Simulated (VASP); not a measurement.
# Ni (Fm-3m) in VASP: notebook, part 2 of 2

VASP 6.6.1. The steps go on from the part before.

## (5) Single point, LDA, collinear spin, ferromagnetic start (a relaxed cell with its volume scaled by 0.94)

File INCAR:

```
SYSTEM = Ni
  ALGO = Fast
  EDIFF = 1E-7
  ENCUT = 520
  GGA = CA
  ISIF = 2
  ISMEAR = 0
  ISPIN = 2
  LASPH = .TRUE.
  LCHARG = .FALSE.
  LMAXMIX = 4
  LORBIT = 11
  LREAL = .FALSE.
  LWAVE = .FALSE.
  MAGMOM = 0.8
  NELM = 100
  PREC = Accurate
  SIGMA = 0.1
```

File KPOINTS:

```
k-points
0
G
  20 20 20
  0 0 0
```

File POSCAR:

```
Ni                                      
1.0
    0.0000000000      1.6767718528      1.6767718528
    1.6767718528      0.0000000000      1.6767718528
    1.6767718528      1.6767718528      0.0000000000
  Ni            
     1
Direct
     0.0000000000000000    0.0000000000000000    0.0000000000000000
```

Potentials or basis: VASP PAW LDA potentials, release 64 (Ni).

Started as:

```sh
$ cat potpaw_LDA.64/Ni/POTCAR > POTCAR
$ mpirun -np 1 vasp_std > vasp.out
```

OUTCAR:

```text
SYSTEM = Ni
   EDIFF = 1E-7
   ENCUT = 520
   GGA = CA
   ISIF = 2
   ISMEAR = 0
   ISPIN = 2
   LASPH = .TRUE.
   LORBIT = 11
   LREAL = .FALSE.
   NELM = 100
   PREC = Accurate

 ion  position               nearest neighbor table
   1  0.000  0.000  0.000-

  LATTYP: Found a face centered cubic cell.
 ALAT       =     3.3535437056

  Lattice vectors:

 A1 = (   0.0000000000,   1.6767718528,   1.6767718528)
 A2 = (   1.6767718528,   0.0000000000,   1.6767718528)
 A3 = (   1.6767718528,   1.6767718528,   0.0000000000)

Analysis of symmetry for initial positions (statically):
=====================================================================
 Subroutine PRICEL returns:
 Original cell was already a primitive cell.

 Routine SETGRP: Setting up the symmetry group for a
 face centered cubic supercell.

 Subroutine GETGRP returns: Found 48 space group operations
[... 483 lines left out ...]
      1       1.2615      1.00000
      2       9.0774      1.00000
      3       9.0774      1.00000
      4       9.0774      1.00000
      5      10.4491      1.00000
      6      10.4491      1.00000
      7      36.1907      0.00000
      8      41.1575      0.00000
      9      41.1575      0.00000
[... 265 lines left out ...]
 k-point    24 :      -0.3500    0.0500    0.0000
  band No.  band energies     occupation
      1       5.5233      1.00000
      2       9.0383      1.00000
      3       9.1078      1.00000
      4       9.1616      1.00000
      5      10.9665      0.99991
      6      11.3649      0.02936
      7      21.9150      0.00000
      8      34.5415      0.00000
      9      37.4787      0.00000

 [... further k-points ...]

------------------------ aborting loop because EDIFF is reached ----------------------------------------

  FORCE on cell =-STRESS in cart. coord.  units (eV):
  Direction    XX          YY          ZZ          XY          YZ          ZX
  --------------------------------------------------------------------------------------
  -------------------------------------------------------------------------------------
  Total        1.0628024      1.0628024      1.0628024      0.0000000      0.0000000      0.0000000
  in kB      180.5972732    180.5972732    180.5972732      0.0000000      0.0000000      0.0000000
  external PRESSURE =     180.5972732 kB  Pullay stress =       0.0000000 kB

 VOLUME and BASIS-vectors are now :
 -----------------------------------------------------------------------------
  energy-cutoff  :      520.00
  volume of cell :        9.43
      direct lattice vectors                 reciprocal lattice vectors
     0.000000000  1.676771853  1.676771853    -0.298192028  0.298192028  0.298192028
     1.676771853  0.000000000  1.676771853     0.298192028 -0.298192028  0.298192028
     1.676771853  1.676771853  0.000000000     0.298192028  0.298192028 -0.298192028

 POSITION                                       TOTAL-FORCE (eV/Angst)
 -----------------------------------------------------------------------------------
      0.00000      0.00000      0.00000         0.000000      0.000000      0.000000
 -----------------------------------------------------------------------------------
    total drift:                               -0.000000     -0.000000     -0.000000

  FREE ENERGIE OF THE ION-ELECTRON SYSTEM (eV)
  ---------------------------------------------------
  free  energy   TOTEN  =        -6.5509231725 eV

  energy  without entropy=       -6.5423430474  energy(sigma->0) =       -6.54663311

 total charge

# of ion       s       p       d       tot
------------------------------------------
    1        0.566   0.638   8.408   9.612

 magnetization (x)

# of ion       s       p       d       tot
------------------------------------------
    1       -0.005  -0.019   0.600   0.577
```

stdout:

```text
POSCAR found type information on POSCAR Ni
 POSCAR found :  1 types and       1 ions
 scaLAPACK will be used
 LDA part: xc-table for (Slater(with rela. corr.)+CA(PZ))
 , standard interpolation
 POSCAR, INCAR and KPOINTS ok, starting setup
 FFT: planning ... GRIDC
 FFT: planning ... GRID_SOFT
 FFT: planning ... GRID
 WAVECAR not read
 entering main loop
WARNING in EDDRMM: call to ZHEGV failed, returncode =   8  4      8
WARNING in EDDRMM: call to ZHEGV failed, returncode =   8  4      9
WARNING in EDDRMM: call to ZHEGV failed, returncode =   6  3      8
WARNING in EDDRMM: call to ZHEGV failed, returncode =   8  4      9
```

It took 36 s on 1 thread of Intel Xeon Platinum 8488C (Sapphire Rapids), shared host; peak memory 0.15 GiB.

Results:

```
Free energy                                           : -6.5509 eV
Pressure                                              : 18.1 GPa
Band gap on the k mesh                                : none (metal or under the smearing width)
Net moment                                            : 0.58 μB per cell
Site moments                                          : Ni +0.58 μB
Valence electrons inside the program's atomic spheres : Ni 9.61
```

Caveat: so large a pressure means that the cell lies far from this level's equilibrium, or that cutoff or potentials fall short.

## (6) Overview

| cell | gap on the mesh (eV) | pressure (GPa) | moment (μB) |
| --- | --- | --- | --- |
| as given | none | 0.0 | 0.60 |
| a relaxed cell with its volume scaled by 0.97 | none | 8.2 | 0.59 |
| a relaxed cell with its volume scaled by 1.03 | none | -6.9 | 0.60 |
| a relaxed cell with its volume scaled by 0.94 | none | 18.1 | 0.58 |

Alike in all rows: task single point; level LDA; potentials or basis VASP PAW LDA potentials, release 64 (Ni); spin collinear, ferromagnetic start; k mesh 20 × 20 × 20; cutoff (eV) 520; smearing gaussian 0.1 eV.

Caveats: so large a pressure means that the cell lies far from this level's equilibrium, or that cutoff or potentials fall short (some runs).

Absolute energies hang on the potentials; compare differences alone.
